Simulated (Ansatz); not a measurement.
The system is InAs.

```
In As
1.0
     0.00000    3.01800    3.01800
     3.01800    0.00000    3.01800
     3.01800    3.01800    0.00000
In As
1 1
Direct
  0.00000 0.00000 0.00000
  0.75000 0.75000 0.75000
```

| Quantity | Value |
| --- | --- |
| Program | Ansatz 0.2.0 |
| Task | single point |
| Functional | PBE |
| Potentials or basis | Ansatz PAW |
| Cutoff | 420 eV (not typed: the program's choice for these potentials) |
| k mesh | 8 × 8 × 8 |
| Occupations | fermi-dirac, width 0.05 eV |
| Spin | no spin polarisation |

On this cell: pressure 4.3 GPa; largest force zero by symmetry; band gap on the k mesh none (metal or under the smearing width).

The same run follows on a disturbed copy (atoms moved at random, drawn with an rms of 0.05 Å):

```xyz
2
Lattice="0.0000 3.0180 3.0180 3.0180 0.0000 3.0180 3.0180 3.0180 0.0000" Properties=species:S:1:pos:R:3 pbc="T T T"
In   -0.0266    0.0070    0.0051
As    4.5096    4.5464    4.5461
```

Q: What changes?

A: The energy (extrapolated to zero smearing) moves by +0.9 meV/atom; pressure 4.3 GPa; largest force 0.172 eV/Å; band gap on the k mesh none (metal or under the smearing width).

Forces on the atoms (eV/Å):
```
In   0.078  0.102  0.114
As  -0.078 -0.102 -0.114
```

Stress tensor (GPa, compression positive):
```
4.30 0.38 0.34
0.38 4.30 0.26
0.34 0.26 4.30
```

Caveats: this crystal is a semiconductor, whose small gap the functional closes, so the metal is an error of the method (some runs).
